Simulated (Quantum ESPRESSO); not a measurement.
## Br under changes of volume

One of the cells (33.988 Å³/atom); the others are scaled copies at fixed shape and fractional positions:

```xyz
4
Lattice="3.3632 -2.3226 0.0000 3.3632 2.3226 0.0000 0.0000 0.0000 8.7023" Properties=species:S:1:pos:R:3 pbc="T T T"
Br    3.3632    0.6266    3.3948
Br    3.3632    1.6959    7.7459
Br    3.3632   -0.6266    5.3075
Br    3.3632   -1.6959    0.9564
```

* Program: Quantum ESPRESSO 7.5
* Functional: LDA
* Potentials or basis: GBRV 1.5 LDA
* Cutoff: 612 eV
* Density cutoff: 4898 eV
* k mesh: 7 × 7 × 3
* Occupations: fermi-dirac, width 0.05 eV
* Spin: no spin polarisation

| volume (Å³/atom) | energy over the lowest point (meV/atom) | pressure (GPa) | gap on the mesh (eV) |
| --- | --- | --- | --- |
| 31.949 | ? | ? | ? |
| 32.629 | 0.00 | 0.1 | 1.87 |
| 33.308 | 0.79 | -0.5 | 1.80 |
| 33.988 | 4.12 | -1.1 | 1.74 |
| 34.668 | 9.68 | -1.6 | 1.69 |
| 35.348 | 17.18 | -2.0 | 1.63 |
| 36.028 | 26.46 | -2.4 | 1.57 |

What does the run at 31.949 Å³/atom give?

Energy over the lowest point 2.06 meV/atom; pressure 0.8 GPa; gap on the mesh 1.93 eV.

Worked out: A Birch-Murnaghan fit of order 3 (a polynomial in V^(-2/3)) to the other rows has its minimum at 32.77 Å³/atom with B0 = V·E''(V) = 32 GPa and B' = 4.9 at fixed shape and positions, which overstates the stiffness. It gives 2.05 meV/atom at 31.949 Å³/atom, against the run's 2.06, and -dE/dV = 0.8 GPa, against 0.8. A straight line through the other rows of the gap, of slope -2.97 eV per unit of ln V, extrapolates to 1.93 eV, against the run's 1.93.

Energies are extrapolated to zero smearing.

Caveats: an odd mesh through Γ misses points on the zone boundary, where band edges often lie. Spin-orbit coupling on Br is left out.
